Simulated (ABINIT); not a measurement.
Runs of ABINIT 10.8.3 (patched build) on PbSe (Clausthalite). It takes space group Fm-3m (No. 225, cubic). Conventional cell: a = 6.121 Å, b = 6.121 Å, c = 6.121 Å, α = 90.00°, β = 90.00°, γ = 90.00°. Pb (site symmetry m-3m) has 6 Se at 3.06 Å as nearest neighbours. Se (site symmetry m-3m) is surrounded by 6 Pb at 3.06 Å. 

```csv
task,level,potentials or basis,cutoff (eV),fine-grid cutoff,gap on the mesh (eV),pressure (GPa),V0 of scaled cells (Å³/atom),B0 (GPa)
equation of state,LDA-Teter,JTH PAW LDA v2.0,463,925.187 eV,-,-,27.58,(b)
equation of state,LDA-PZ,JTH PAW LDA v2.0 sp,408,816.342 eV,-,-,27.61,59
equation of state,WC,JTH PAW PBE v2.0 sp,408,816.342 eV,-,-,28.49,55
band structure,revPBE,JTH PAW PBE v2.0,463,925.187 eV,0.34,-,-,-
band structure,rPW86PBE,JTH PAW PBE v2.0 sp,408,816.342 eV,(c),(a),-,-
band structure,AM05,JTH PAW PBE v2.0 sp,408,816.342 eV,0.28,0.1,-,-
```

Alike in all rows: no spin polarisation; cell as given; k mesh 8 × 8 × 8; smearing fermi-dirac 0.05 eV.

**Question.** Estimate the missing entries.

**Answer.** (a) 5.6; (b) 57; (c) 0.30.

Caveats: this set keeps more shells in the core, which shifts pressures and gaps (some runs); the PAW data sets were made with another functional, which shifts forces and pressure a little (some runs); pressures at fixed basis lie under the slope of the energies (some runs); spin-orbit coupling is left out, which as a rule narrows the gap of such compounds by several tenths of an eV (some runs).

A k mesh can miss the band edges, and the runs leave out spin-orbit coupling on Pb, Se.

The runs don't all hold the same shells in valence.

Runs at the PBE level aren't shown here.
